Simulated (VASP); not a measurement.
Wanted: the native input for a VASP 6.6.1 run.

* Task: single point
* Functional: PBEsol
* Potentials or basis: VASP PAW PBE potentials, release 64 (Cd, Te, Zn)
* Cutoff: 520 eV
* k mesh: 3 × 3 × 3, shifted
* Occupations: fermi-dirac, width 0.1 eV
* Spin: no spin polarisation
* Dipole correction: no
* Further INCAR settings: ALGO = Fast; EDIFF = 1e-06; NBANDS = 59

The structure of ZnCd2Te2 lies in POSCAR:

```
ZnCd2Te2
1.0
   -0.2978490400      0.0305710500      6.5823005500
    7.2787912400      0.1347701900     -0.3322269900
    3.9169296900      6.7701078100     -3.4247228800
Cd Te Zn
4 4 2
Direct
    0.1902160000      0.1650320000      0.3202800000
    0.8897710000      0.8338670000      0.7261010000
    0.3483150000      0.4678110000      0.7231030000
    0.7009240000      0.5270780000      0.2811290000
    0.9110120000      0.2799600000      0.7900190000
    0.1050950000      0.6928470000      0.2081020000
    0.6110320000      0.0868730000      0.2090040000
    0.4533040000      0.8885830000      0.8319860000
    0.2565520000      0.0047790000      0.9901760000
    0.7983940000      0.0336900000      0.9876190000
```

The cell was built by a generator and needn't be a form met in nature.

The input as run:

INCAR

```
  ALGO = Fast
  EDIFF = 1E-6
  ENCUT = 520
  GGA = PS
  ISIF = 2
  ISMEAR = -1
  LASPH = True
  LCHARG = False
  LREAL = False
  LWAVE = False
  NBANDS = 59
  NELM = 100
  PREC = Accurate
  SIGMA = 0.1
```

KPOINTS

```
Automatic mesh
0
Gamma
  3 3 3
  0.5 0 0
```

Potentials or basis: VASP PAW PBE potentials, release 64 (Cd, Te, Zn).

Run with:

```console
$ cat potpaw_PBE.64/Cd/POTCAR potpaw_PBE.64/Te/POTCAR potpaw_PBE.64/Zn/POTCAR > POTCAR
$ mpirun -np 1 vasp_std > vasp.out
```

Results of the run:

| Item | Value |
| --- | --- |
| Pressure | 1.3 GPa |
| Largest force | 8.258 eV/Å |
| Band gap on the k mesh | none (metal or under the smearing width) |

Caveat: the PAW data sets were made with another functional, which shifts forces and pressure a little.

It took 6.2 min on 1 thread of Intel(R) Xeon(R) Platinum 8259CL CPU @ 2.50GHz (Skylake/Cascade Lake) (shared host), peak memory 0.56 GiB.
